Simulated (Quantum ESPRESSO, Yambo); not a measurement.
Planning a run of Yambo 5.3.0 on SnS2 (1T monolayer). The input:

```
HF_and_locXC
gw0
dyson
ppa
em1d
rim_cut
rim_w
RandQpts= 3000000
RandGvec= 100 RL
CUTGeo= "slab z"
RandGvecW= 9 RL
EXXRLvcs= 84 Ry
VXCRLvcs= 336 Ry
Chimod= "HARTREE"
% BndsRnXp
 1 | 139 |
%
NGsBlkXp= 9.5 Ry
% LongDrXp
 1 | 1 | 0 |
%
% GbndRnge
 1 | 139 |
%
DysSolver= "n"
ExtendOut
PPAPntXp= 27.21138 eV
% QPkrange
 2 | 2 | 16 | 19 |
 4 | 4 | 16 | 19 |
 1 | 1 | 16 | 19 |
%
```

```sh
OMP_NUM_THREADS=2 mpirun -n 8 yambo -F gw1.in -J gw1 -C gw1 > gw1.log
```

The stored states that it reads are on a 6×6×1 mesh. The cell holds 3 atoms: 1 Sn and 2 S. Its edges and angles: a = 3.705 Å, b = 3.705 Å, c = 15.000 Å, α = 90.0°, β = 90.0°, γ = 120.0°. It derives from  ([{'formula': 'SnS2', 'spacegroup': 164, 'source': 'prototype of the bulk crystal'}]). Vacuum lies along c.

**Question.** How long will it take on 8 MPI ranks of AMD EPYC 7R43, shared host, and how much memory?

It took 4.4 min; on shared hardware allow 2.2 min to 8.9 min. Peak host memory was 6.1 GiB.

The screening grows as filled bands × empty bands × pairs of k points, times the square of the screening basis for the matrix.

[Paths, hosts, dates, memory and timing lines, banners, echoed tables and standing remarks are left out of the program output.]

[Logs are printed without paths, hosts, clocks, repeated set-up lines and the standing remarks that a program may print on its own settings, such as how far it seeks lower states.]

[Runs of the session that timed out or met a known fault of the program may be left out.]

[Hosts, paths, dates, database ids (printed as entryN), source tags and the programs' standing remarks are cut or masked in the printed files.]
